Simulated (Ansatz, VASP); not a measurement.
HfB2 in VASP and in Ansatz

Contents of INCAR:

```
SYSTEM = HfB2
ALGO = Normal
EDIFF = 1E-8
ENCUT = 520
GGA = PS
ISIF = 2
ISMEAR = -1
LASPH = .True.
LCHARG = .False.
LEFG = .True.
LREAL = .False.
LWAVE = .False.
NBANDS = 15
NELM = 80
PREC = Accurate
SIGMA = 0.05
```

Contents of KPOINTS:

```
k-points
0
Gamma
  13 13 11
  0 0 0
```

The input POSCAR:

```
HfB2
1.0
    3.1400001005      0.0000000000      0.0000000000
   -1.5700000503      2.7193198549      0.0000000000
    0.0000000000      0.0000000000      3.5496000000
Hf B
1 2
Direct
    0.0000000000      0.0000000000      0.0000000000
    0.3333333333      0.6666666667      0.5000000000
    0.6666666667      0.3333333333      0.5000000000
```

Input for Ansatz:

```yaml
crystal:
  lattice:
    - [3.1400001005, 0.0, 0.0]
    - [-1.5700000503, 2.7193198549, 0.0]
    - [0.0, 0.0, 3.5496]
  atoms:
    - { symbol: Hf, position: [0.0, 0.0, 0.0] }
    - { symbol: B, position: [0.3333333333, 0.6666666667, 0.5] }
    - { symbol: B, position: [0.6666666667, 0.3333333333, 0.5] }
kpoints:
  mp_grid: { grid: [13, 13, 11] }
scf:
  occupations: { method: fermi_dirac, width: 0.05 }
hamiltonian:
  xc: pbesol
  pseudopotentials: { kind: all_electron, datasets: crystal }
output:
  forces: true
  stress: true
  eigenvalues: true
  efg: { contact_densities: true }
```

Change from the starting cell: zz strain of +2 %, crystal datasets.

Alike in both runs: task electric field gradients; functional PBEsol; k mesh 13 × 13 × 11; occupations fermi-dirac, width 0.05 eV; no spin polarisation.

|  | VASP | Ansatz |
| --- | --- | --- |
| version | VASP 6.6.1 | Ansatz 0.2.0 |
| potentials or method | VASP PAW PBE potentials, release 64 (Hf_pv, B) | all-electron PAW with datasets made for the crystal, scalar-relativistic |
| plane-wave cutoff (eV) | 520 | see its input |

|  | VASP | Ansatz | Ansatz less VASP |
| --- | --- | --- | --- |
| pressure (GPa) | -8.8 | -8.5 | +0.27 |
| largest component of the traceless stress (GPa) | 4.91 | 4.98 | +0.063 |
| Vzz of the field gradient on the site that differs most (V/Å²) | 84.4 | 119.9 | +35.42 |

Ansatz ran all-electron here, so the differences hold the error of VASP's frozen core and of both bases. Ansatz warned: «gradients_without_spin_orbit».

Caveats: the PAW data sets were made with another functional, which shifts forces and pressure a little (VASP). Spin-orbit coupling is left out, which matters for the levels of Hf.
